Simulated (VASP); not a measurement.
# Cu (I4/mmm) in VASP: settings compared

Aim: see how the results for Cu move with the level of theory and the settings. Levels: PBE, PBEsol. Tasks: single point.

All numbers are computed with VASP 6.6.1; they aren't measurements. Logs are shortened: lines on timing, memory, paths and dates and some standing lists are left out, and cuts for length are marked.

## (1) The structure

Symmetry: I4/mmm, No. 139, tetragonal system. Conventional cell: a = 2.886 Å, b = 2.886 Å, c = 2.752 Å, α = 90.00°, β = 90.00°, γ = 90.00°. Cu (site symmetry 4/mmm) has 10 Cu at 2.46 to 2.75 Å as nearest neighbours.

This isn't the form of Cu at room conditions, which is fcc.

## (2) Single point, PBE

INCAR

```
SYSTEM = Cu
PREC = Accurate ; ENCUT = 520
EDIFF = 1E-7 ; ISMEAR = -1
SIGMA = 0.05 ; LREAL = .False.
LASPH = .True. ; NELM = 60
ALGO = Normal ; ISIF = 2
LWAVE = .False. ; LCHARG = .True.
GGA = PE ; LELF = .True.
LVHAR = .True. ; NBANDS = 12
```

KPOINTS

```
regular mesh
0
Gamma
  13 13 13
  0 0 0
```

POSCAR

```
Cu
1.0
   -1.4427933200      1.4427933200      1.3760814500
    1.4427933200     -1.4427933200      1.3760814500
    1.4427933200      1.4427933200     -1.3760814500
Cu
1
Direct
    0.0000000000      0.0000000000      0.0000000000
```

Potentials or basis: VASP PAW PBE potentials, release 64 (Cu).

Launch:

```bash
> cat potpaw_PBE.64/Cu/POTCAR > POTCAR
> mpirun -np 1 vasp_std > vasp.out
```

OUTCAR:

```text
SYSTEM = Cu
   PREC = Accurate
   ENCUT = 520
   EDIFF = 1E-7
   ISMEAR = -1
   LREAL = .False.
   LASPH = .True.
   NELM = 60
   ISIF = 2
   GGA = PE

 ion  position               nearest neighbor table
   1  0.000  0.000  0.000-

  LATTYP: Found a body centered tetragonal cell.
 ALAT       =     2.8855866400
 C/A-ratio  =     0.9537620052

  Lattice vectors:

 A1 = (  -1.4427933200,   1.4427933200,   1.3760814500)
 A2 = (   1.4427933200,  -1.4427933200,   1.3760814500)
 A3 = (   1.4427933200,   1.4427933200,  -1.3760814500)

Analysis of symmetry for initial positions (statically):
=====================================================================
 Subroutine PRICEL returns:
 Original cell was already a primitive cell.

 Routine SETGRP: Setting up the symmetry group for a
 body centered tetragonal supercell.

 Subroutine GETGRP returns: Found 16 space group operations
 (whereof 16 operations were pure point group operations)
 out of a pool of 16 trial point group operations.

The static configuration has the point symmetry D_4h.

Analysis of symmetry for dynamics (positions and initial velocities):
=====================================================================
 Subroutine PRICEL returns:
 Original cell was already a primitive cell.

 Routine SETGRP: Setting up the symmetry group for a
 body centered tetragonal supercell.

 Subroutine GETGRP returns: Found 16 space group operations
 (whereof 16 operations were pure point group operations)
 out of a pool of 16 trial point group operations.

The dynamic configuration has the point symmetry D_4h.

 Subroutine INISYM returns: Found 16 space group operations
 (whereof 16 operations are pure point group operations),
 and found     1 'primitive' translations

----------------------------------------------------------------------------------------

                                     Primitive cell

  volume of cell :      11.4581

  direct lattice vectors                    reciprocal lattice vectors
    -1.442793320  1.442793320  1.376081450     0.000000000  0.346549983  0.363350585
     1.442793320 -1.442793320  1.376081450     0.346549983  0.000000000  0.363350585
     1.442793320  1.442793320 -1.376081450     0.346549983  0.346549983  0.000000000

  length of vectors
     2.461078074  2.461078074  2.461078074     0.502116060  0.502116060  0.490095685

  position of ions in fractional coordinates (direct lattice)
     0.000000000  0.000000000  0.000000000

  ion indices of the primitive-cell ions
   primitive index   ion index
                 1           1
[... 101 lines left out ...]
   NSW    =      0    number of steps for IOM
   IBRION =     -1    ionic relax: 0-MD 1-quasi-New 2-CG
   NFREE  =      0    steps in history (QN), initial steepest desc. (CG)
   ISIF   =      2    stress and relaxation
   ISYM   =      2    0-nonsym 1-usesym 2-fastsym
   POTIM  = 0.5000    time-step for ionic-motion
   TEBEG  =    0.0;   TEEND  =   0.0 temperature during run
   PSTRESS=    0.0 pullay stress
   NELECT =      11.0000    total number of electrons
   NUPDOWN=      -1.0000    fix difference up-down
   EMIN   =  10.00;   EMAX   =-10.00  energy-range for DOS
   EFERMI =   0.00;   METHOD = LEGACY
   ISMEAR =    -1;   SIGMA  =   0.05  broadening in eV -4-tet -1-fermi 0-gaus
   EFERMI_NEDOS =   21; number of points for ismear=-14 and -15
   IALGO  =     38    algorithm
   IMIX   =      4    mixing-type and parameters
     AMIX     =   0.40;   BMIX     =  1.00
     AMIX_MAG =   1.60;   BMIX_MAG =  1.00
  volume/ion in A,a.u.               =      11.46        77.32
  Fermi-wavevector in a.u.,A,eV,Ry     =   1.614984  3.051878 35.486359  2.608174
  Thomas-Fermi vector in A             =   2.709805
   LORBIT       =      0    0 simple, 1 ext, 2 COOP (PROOUT), +10 PAW based schemes
   GGA     = PE    functional components
   LHFCALC =     F    Hartree Fock is set to
   AEXX    =    0.0000 exact exchange contribution
   IVDW    =     0    specifies the selected vdW correction
   LEPSILON=     F    determine dielectric tensor
   LRPA    =     F    only Hartree local field effects (RPA)
 non-spin polarized calculation
  energy-cutoff  :      520.00
  volume of cell :       11.46
 maximum number of plane-waves:       323
   NGX =  9   NGY =  9   NGZ =  9

 number of electron      10.9999998 magnetization

 Free energy of the ion-electron system (eV)
  ---------------------------------------------------
  ext. energy  EPLUGINS =         0.00000000
  ---------------------------------------------------
  free energy    TOTEN  =        -3.68402012 eV

  energy without entropy =       -3.68141820  energy(sigma->0) =       -3.68271916

 E-fermi :   7.9233     XC(G=0): -12.9030

 val. band max:        7.9048171024   @ k =  -0.0769  -0.4615   0.0769
 cond. band min:       7.9323941511   @ k =  -0.2308   0.4615   0.0769
 fundamental gap:      0.0275770487
 Fermi energy:         7.9232924373

 k-point     1 :       0.0000    0.0000    0.0000
  band No.  band energies     occupation
      1      -1.6112      2.00000
      2       4.6506      2.00000
      3       4.8456      2.00000
      4       4.8456      2.00000
      5       5.7163      2.00000
      6       5.9227      2.00000
      7      32.8393      0.00000
      8      32.8393      0.00000
      9      34.0845      0.00000
     10      36.9099      0.00000
     11      36.9099      0.00000
     12      36.9233      0.00000
[... 571 lines left out ...]
 k-point    40 :       0.4615    0.3077   -0.0000
  band No.  band energies     occupation
      1       3.4555      2.00000
      2       4.1521      2.00000
      3       4.5212      2.00000
      4       5.7368      2.00000
      5       5.9760      2.00000
      6       9.0653      0.00000
      7      14.6441      0.00000
      8      18.1633      0.00000
      9      25.7471      0.00000
     10      34.4066      0.00000
     11      36.5751      0.00000
     12      42.1239      0.00000

 [... further k-points ...]
[... 5 lines left out ...]
  --------------------------------------------------------------------------------------
  -------------------------------------------------------------------------------------
  Total        0.5648856      0.5648856      0.5597721      0.0000000     -0.0000000      0.0000000
  in kB       78.9875561     78.9875561     78.2725386      0.0000000     -0.0000000      0.0000000
  external PRESSURE =      78.7492169 kB  Pullay stress =       0.0000000 kB

 VOLUME and BASIS-vectors are now :
 -----------------------------------------------------------------------------
  energy-cutoff  :      520.00
  volume of cell :       11.46
      direct lattice vectors                 reciprocal lattice vectors
    -1.442793320  1.442793320  1.376081450     0.000000000  0.346549983  0.363350585
     1.442793320 -1.442793320  1.376081450     0.346549983  0.000000000  0.363350585
     1.442793320  1.442793320 -1.376081450     0.346549983  0.346549983  0.000000000

 POSITION                                       TOTAL-FORCE (eV/Angst)
 -----------------------------------------------------------------------------------
      0.00000      0.00000      0.00000        -0.000000      0.000000      0.000000
 -----------------------------------------------------------------------------------
    total drift:                                0.000000     -0.000000      0.000000

  FREE ENERGIE OF THE ION-ELECTRON SYSTEM (eV)
  ---------------------------------------------------
  free  energy   TOTEN  =        -3.6840201191 eV

  energy  without entropy=       -3.6814182002  energy(sigma->0) =       -3.68271916
```

OSZICAR:

```text
N       E                     dE             d eps       ncg     rms          rms(c)
DAV:   1     0.424545694696E+02    0.42455E+02   -0.54729E+03  5264   0.156E+03
DAV:   2    -0.328289785779E+01   -0.45737E+02   -0.42440E+02  4876   0.206E+02
DAV:   3    -0.457961045658E+01   -0.12967E+01   -0.12889E+01  5496   0.395E+01
DAV:   4    -0.458744899786E+01   -0.78385E-02   -0.78376E-02  5292   0.272E+00
DAV:   5    -0.458752226387E+01   -0.73266E-04   -0.73265E-04  5524   0.268E-01    0.761E+00
DAV:   6    -0.402661576794E+01    0.56091E+00   -0.13385E+01  5488   0.703E+01    0.365E+00
DAV:   7    -0.369809884847E+01    0.32852E+00   -0.20679E+00  5520   0.275E+01    0.641E-01
DAV:   8    -0.368499506742E+01    0.13104E-01   -0.52346E-03  6028   0.734E-01    0.233E-01
DAV:   9    -0.368401852961E+01    0.97654E-03   -0.58735E-03  6064   0.133E+00    0.300E-02
DAV:  10    -0.368402118018E+01   -0.26506E-05   -0.38647E-05  6916   0.106E-01    0.827E-03
DAV:  11    -0.368402002252E+01    0.11577E-05   -0.91990E-07  5756   0.182E-02    0.317E-04
DAV:  12    -0.368402011915E+01   -0.96628E-07   -0.13102E-08  3012   0.144E-03
   1 F= -.36840201E+01 E0= -.36827192E+01  d E =-.260192E-02
```

stdout:

```text
POSCAR found type information on POSCAR Cu
 POSCAR found :  1 types and       1 ions
 scaLAPACK will be used
 LDA part: xc-table for (Slater+PW92), standard interpolation
 POSCAR, INCAR and KPOINTS ok, starting setup
 FFT: planning ... GRIDC
 FFT: planning ... GRID_SOFT
 FFT: planning ... GRID
 WAVECAR not read
 entering main loop
```

It took 9.7 s on 1 thread of AMD EPYC 9R45 (Zen 5), shared host; peak memory 0.1 GiB.

Results:

```
Free energy            : -3.6840 eV
Pressure               : 7.9 GPa
Band gap on the k mesh : none (metal or under the smearing width)
```

Levels at points of the mesh, in eV from the Fermi level:
```tsv
k point	band 3	band 4	band 5	band 6	band 7	band 8	band 9	band 10
(0.00, 0.00, 0.00)	-3.08	-3.08	-2.21	-2.00	24.92	24.92	26.16	28.99
```

## (3) Single point, PBE (cell strained at random at fixed volume)

INCAR

```
SYSTEM = Cu
PREC     = Accurate       ! precision mode
ENCUT    = 520            ! plane-wave cutoff, eV
EDIFF    = 1E-7           ! SCF threshold, eV
ISMEAR   = -1             ! smearing method
SIGMA    = 0.05           ! smearing width, eV
LREAL    = .False.        ! projectors in reciprocal space
LASPH    = .True.         ! aspherical terms in the spheres
NELM     = 60             ! most SCF steps
ALGO     = Normal         ! electronic algorithm
ISIF     = 2              ! what is computed and relaxed
LWAVE    = .False.        ! write WAVECAR
LCHARG   = .True.         ! write CHGCAR
GGA      = PE             ! functional
LELF     = .True.         ! ELF
LVHAR    = .True.       
NBANDS   = 12             ! bands
```

KPOINTS is that of step 2.

POSCAR

```
Cu
1.0
   -1.4107970000      1.4416160000      1.3667370000
    1.3919440000     -1.4545510000      1.3605320000
    1.4609790000      1.5047330000     -1.3802990000
Cu
1
Direct
    0.0187920000      0.0028610000      0.0143870000
```

Potentials or basis: VASP PAW PBE potentials, release 64 (Cu).

Launch:

```bash
> cat potpaw_PBE.64/Cu/POTCAR > POTCAR
> mpirun -np 1 vasp_std > vasp.out
```

It took 66 s on 1 thread of AMD EPYC 9R45 (Zen 5), shared host; peak memory 0.21 GiB.

It converged, with:

| Item | Value |
| --- | --- |
| Free energy | -3.6788 eV |
| Pressure | 8.2 GPa |
| Band gap on the k mesh | none (metal or under the smearing width) |

Stress tensor (GPa, compression positive):
```
 6.96 -4.61  1.42
-4.61  9.28  0.94
 1.42  0.94  8.46
```

Levels at points of the mesh, in eV from the Fermi level:
```
           k point  band 2  band 3  band 4  band 5  band 6  band 7  band 8  band 9  band 10  band 11
(0.00, 0.00, 0.00)   -3.32   -3.18   -2.92   -2.25   -1.97   23.87   25.40   26.37    28.03    28.47
```

(Part 1 of 2 ends here.)
